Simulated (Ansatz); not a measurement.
# PbSe: the cost of one run

Program: Ansatz 0.2.0. Level of theory: DFT PBE, scalar-relativistic, plane waves, PAW. These are calculated values, not measurements.

2 further runs of the same task are left out: 1 that didn't finish, 1 set aside as unsound or not needed.

## 1. The starting structure

The structure is hexagonal, space group P6_3/mmc (No. 194). The conventional cell has a = 4.270 Å, b = 4.270 Å, c = 7.646 Å, α = 90.00°, β = 90.00°, γ = 120.00°. Around Pb (site symmetry -6m2) lie 6 Se at 3.12 Å. Around Se (site symmetry -3m) lie 6 Pb at 3.12 Å.

As a file:

```
CELL_PARAMETERS angstrom
4.26998 0.00000 0.00000
-2.13499 3.69791 0.00000
0.00000 0.00000 7.64627
ATOMIC_POSITIONS crystal
Pb 0.66667 0.33333 0.75000
Pb 0.33333 0.66667 0.25000
Se 0.00000 0.00000 0.00000
Se 0.00000 0.00000 0.50000
```

The start is the relaxed end of an invented cell (made as: 6-connected net, two elements alternating (P6_3/mmc, No. 194)), taken up again for a closer look.

## 2. The guess as it stands, on a coarse mesh

input.yaml

```yaml
crystal:
  lattice:
    - [4.269976, 0.0, 0.0]
    - [-2.134988, 3.6979077, 0.0]
    - [0.0, 0.0, 7.6462667]
  atoms:
    - { symbol: Pb, position: [0.6666667, 0.3333333, 0.75] }
    - { symbol: Pb, position: [0.3333333, 0.6666667, 0.25] }
    - { symbol: Se, position: [0.0, 0.0, 0.0] }
    - { symbol: Se, position: [0.0, 0.0, 0.5] }
basis:
  ecutwfc: 420
kpoints:
  mp_grid: { grid: [6, 6, 2] }
hamiltonian:
  xc: pbe
scf:
  occupations: { method: gaussian, width: 0.1 }
  lower_state_search: "off"
output:
  forces: true
  stress: true
  eigenvalues: true
```

Started as:

```bash
$ ansatz run input.yaml --threads 1 --pin off --max-ram 3072MiB --backend cpu --events-out ev --progress --plain --runs-dir out
```

What time and memory should one allow on 1 thread of Arm Neoverse V2, shared host?

About 3.3 s, with a peak of 0.37 GiB.
